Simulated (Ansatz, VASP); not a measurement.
**One calculation of TiN, two programs**

Contents of INCAR:

```
SYSTEM = TiN
PREC = Accurate
ENCUT = 520
EDIFF = 1E-6
ISMEAR = 0
SIGMA = 0.1
LREAL = .FALSE.
LASPH = .TRUE.
NELM = 150
ALGO = Normal
ISIF = 2
LWAVE = .FALSE.
LCHARG = .FALSE.
ISPIN = 2
MAGMOM = 1 0
LORBIT = 11
LMAXMIX = 4
GGA = PE
NBANDS = 20
```

KPOINTS

```
regular mesh
0
G
  8 8 8
  0 0 0
```

Contents of POSCAR:

```
TiN
1.0
    0.0000000000      2.1360374309      2.1360374309
    2.1360374309      0.0000000000      2.1360374309
    2.1360374309      2.1360374309      0.0000000000
Ti N
1 1
Direct
    0.0000000000      0.0000000000      0.0000000000
    0.5000000000      0.5000000000      0.5000000000
```

Input for Ansatz:

```yaml
crystal:
  lattice:
    - [0.0, 2.1360374309, 2.1360374309]
    - [2.1360374309, 0.0, 2.1360374309]
    - [2.1360374309, 2.1360374309, 0.0]
  atoms:
    - { symbol: Ti, position: [0.0, 0.0, 0.0], spin: 1.0 }
    - { symbol: "N", position: [0.5, 0.5, 0.5] }
basis:
  ecutwfc: 420
kpoints:
  mp_grid: { grid: [8, 8, 8] }
hamiltonian:
  xc: pbe
scf:
  occupations: { method: gaussian, width: 0.1 }
  lower_state_search: "off"
output:
  forces: true
  stress: true
  eigenvalues: true
  populations: true
magnetization:
  spin_polarized: true
```

Alike in both runs: task single point; functional PBE; k mesh 8 × 8 × 8; occupations gaussian, width 0.1 eV; collinear spin.

|  | VASP | Ansatz |
| --- | --- | --- |
| version | VASP 6.6.1 | Ansatz 0.2.0 |
| potentials or method | VASP PAW PBE potentials, release 64 (Ti_sv, N) | scalar-relativistic, plane waves, PAW |
| plane-wave cutoff (eV) | 520 | 420 |
| valence electrons in the cell | 17 | 17 |

|  | VASP | Ansatz | Ansatz less VASP |
| --- | --- | --- | --- |
| gap on the k mesh at the Fermi level (eV) | none | none | - |
| pressure (GPa) | -4.1 | -4.5 | -0.39 |
| net moment per atom (μB) | 0.00 | 0.00 | 0.000 |

A gap of «none» marks a metal or a gap that the smearing closes. Ansatz warned: «seeded_moment_not_kept».
